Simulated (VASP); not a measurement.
LiH: single point with PBEsol

LiH:

```xyz
2
Lattice="0.0000 1.9866 1.9866 1.9866 0.0000 1.9866 1.9866 1.9866 0.0000" Properties=species:S:1:pos:R:3 pbc="T T T"
Li    0.0000    0.0000    0.0000
H     1.9866    1.9866    1.9866
```

The cell is a database's computed one.

```yaml
Program: VASP 6.6.1
Task: single point
Functional: PBEsol
Potentials_or_basis: VASP PAW PBE potentials, release 64 (Li_sv, H)
Cutoff: 520 eV
k_mesh: 16 × 16 × 16
Occupations: gaussian, width 0.02 eV
Spin: no spin polarisation
Further_INCAR_settings: ALGO = Fast; EDIFF = 1e-06
```

```
Band gap on the k mesh : 2.72 eV, direct
```

Levels at points of the mesh, in eV from the valence-band top:
| k point | band 1 | band 2 | band 3 | band 4 | band 5 | band 6 |
| --- | --- | --- | --- | --- | --- | --- |
| (0.00, 0.00, 0.00) | -43.68 | -5.64 | 16.45 | 17.99 | 17.99 | 17.99 |
| (0.50, 0.00, 0.00) | -43.63 | -2.78 | 4.77 | 13.80 | 16.53 | 16.53 |
| (0.50, 0.50, 0.00) | -43.61 | 0.00 | 2.72 | 10.75 | 10.75 | 13.85 |

Run time: 7.8 s on 1 thread of Intel(R) Xeon(R) 6975P-C (Granite Rapids), on a shared host, peak memory 0.13 GiB.

 A k mesh can miss the band edges.
